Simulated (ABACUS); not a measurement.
Runs of ABACUS 3.10.1 on Te2Mo. It takes space group P6_3/mmc (No. 194, hexagonal). The conventional cell has a = 3.518 Å, b = 3.518 Å, c = 13.974 Å, α = 90.00°, β = 90.00°, γ = 120.00°. Te (site symmetry 3m) is surrounded by 3 Mo at 2.72 Å. Mo (site symmetry -6m2) is surrounded by 6 Te at 2.72 Å. 

```csv
task,level,potentials or basis,k mesh,cutoff (eV),symmetry key,threshold of the eigensolver,path,points for each segment of the path,mesh quality,gap on the mesh (eV),pressure (GPa),V0 of scaled cells (Å³/atom),B0 (GPa),largest force (eV/Å)
single point,PBEsol,"PseudoDojo NC SR 0.4.1 PBEsol standard, plane waves",9 × 9 × 2,1129,1,-,-,-,not flagged,0.74,-0.6,-,-,(a)
single point,r2SCAN,"SG15 ONCV 1.2 PBE, plane waves",6 × 6 × 1,1306,1,-,-,-,coarse,0.95,(c),-,-,0.19
single point,PBEsol,"SPMS ONCV 1.0 PBE, plane waves",7 × 7 × 2,1129,1,-,-,-,not flagged,0.81,(b),-,-,0.04
equation of state,PBEsol,"PseudoDojo NC SR 0.4.1 PBEsol standard, plane waves",9 × 9 × 2,1129,1,-,-,-,not flagged,-,-,24.81,104,-
equation of state,PBEsol,"SPMS ONCV 1.0 PBE, plane waves",7 × 7 × 2,1129,1,-,-,-,not flagged,-,-,24.78,105,-
```

Alike in all rows: no spin polarisation; cell as given; smearing fermi-dirac 0.05 eV.

Task: Fill in the values left out.

Result: (a) 0.02; (b) -0.8; (c) 1.7.

Caveats: some runs use coarse meshes; this functional lacks dispersion, which binds the layers, so the pressure and a relaxed spacing across them are unreliable (some runs); spin-orbit coupling is left out, which moves the levels of the heavy elements (some runs); an odd mesh through Γ misses points on the zone boundary, where band edges often lie (some runs); the potentials were made for another functional, which shifts forces and pressure (some runs); the cell was scaled at fixed shape and fractional positions, which overstates the stiffness of a crystal with free parameters, most of all of layers and chains (some runs).

A k mesh can miss the band edges, and the runs leave out spin-orbit coupling on Mo, Te.
